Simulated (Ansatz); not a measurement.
Relaxed CaF2 (fluorite):

```xyz
6
Lattice="0.0000 5.5110 5.5110 2.7555 0.0000 2.7555 2.7555 2.7555 0.0000" Properties=species:S:1:pos:R:3 pbc="T T T"
Ca     0.0000     0.0000     0.0000
Ca     2.7555     5.5110     2.7555
F      1.3777     1.3777     1.3777
F      1.3777     4.1332     4.1332
F      4.1332     4.1332     4.1332
F      4.1332     6.8887     6.8887
```

A phonon eigenvector at L = (0.5, 0.0, 0.0) is frozen into this cell: atom i moves by Q times the vector below, so Q is the largest atomic displacement, in Å. The cell is held. (q is in reciprocal vectors of the primitive cell; the cell shown is doubled to hold the pattern.)

```json
[
 {"atom": "Ca1", "x": "0.577", "y": "-0.577", "z": "-0.577"},
 {"atom": "Ca2", "x": "-0.577", "y": "0.577", "z": "0.577"},
 {"atom": "F3", "x": "-0.524", "y": "0.524", "z": "0.524"},
 {"atom": "F4", "x": "0.524", "y": "-0.524", "z": "-0.524"},
 {"atom": "F5", "x": "0.524", "y": "-0.524", "z": "-0.524"},
 {"atom": "F6", "x": "-0.524", "y": "0.524", "z": "0.524"}
]
```

Computed with PBE (plane waves to 420 eV, PAW, scalar-relativistic; Ansatz, a program for electronic structure). k mesh 5×10×10 (Γ-centred), Fermi-Dirac smearing 0.05 eV. Energies are smeared free energies. CaF2 was relaxed with its symmetry unable to fall. The zero of ΔE is the undisplaced structure.

| Q (Å) | ΔE (meV/cell) |
|---|---|
| -0.100 | 296.6 |
| -0.067 | 132.4 |
| -0.033 | 33.2 |
| 0.000 | 0.0 |
| 0.033 | 33.2 |
| 0.067 | 132.4 |
| 0.100 | 296.6 |

Task: Which DFPT wavenumber at L = (0.5, 0.0, 0.0) belongs to this mode?
(A) 137 cm⁻¹
(B) 337 cm⁻¹
(C) 231 cm⁻¹

Result: B, 337 cm⁻¹. The curvature of the scan gives 337 cm⁻¹

(For displaced atoms, the force is minus the slope of the energy, and its curvature is a force constant, which sets phonon frequencies.)
